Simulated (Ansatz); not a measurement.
**Se: deformation potentials from a series**

```
CELL_PARAMETERS angstrom
4.36620 0.00000 0.00000
-2.18310 3.78124 0.00000
0.00000 0.00000 4.95360
ATOMIC_POSITIONS crystal
Se 0.22540 0.00000 0.33333
Se 0.00000 0.22540 0.66667
Se 0.77460 0.77460 0.00000
```

Atom numbers follow the list: Se1, Se2, Se3.

Conventional cell: a = 4.366 Å, b = 4.366 Å, c = 4.954 Å, α = 90.00°, β = 90.00°, γ = 120.00°. Around Se (atom 1) lie 2 Se at 2.37 Å.

The cell is COD entry 9012501, as deposited and not checked against the literature; nothing was relaxed.

Theory: DFT, PBEsol, all-electron LAPW, scalar-relativistic (Ansatz 0.2.0).

Settings: a Γ-centred 6×6×5 k mesh, Fermi–Dirac smearing of 0.03 eV, basis error target 1 meV/atom, no spin polarisation.

The strain is applied along the Cartesian axes of the cell as listed (the other components stay zero). Fractional coordinates are held (clamped ions).

The valence-band top of this crystal doesn't lie at Γ but 0.41 eV above the top filled level there.

Only quantities that a quadratic follows smoothly over the whole series are listed; rougher ones are left out.

| εzz | direct gap at Γ (eV) |
| --- | --- |
| -0.0300 | 2.457 |
| -0.0100 | 2.323 |
| 0.0000 | 2.257 |
| 0.0100 | 2.192 |
| 0.0200 | 2.128 |
| 0.0300 | 2.064 |

Fit the series and give the slopes at zero strain.

Least-squares fits y = p0 + p1 x + p2 x² to the rows give direct gap at Γ (eV): p1 = -6.55, p2 = 3.8.

One run, at εzz = -0.0200, is withheld. Predict its row.

The fits give 2.390; the run gave 2.390.
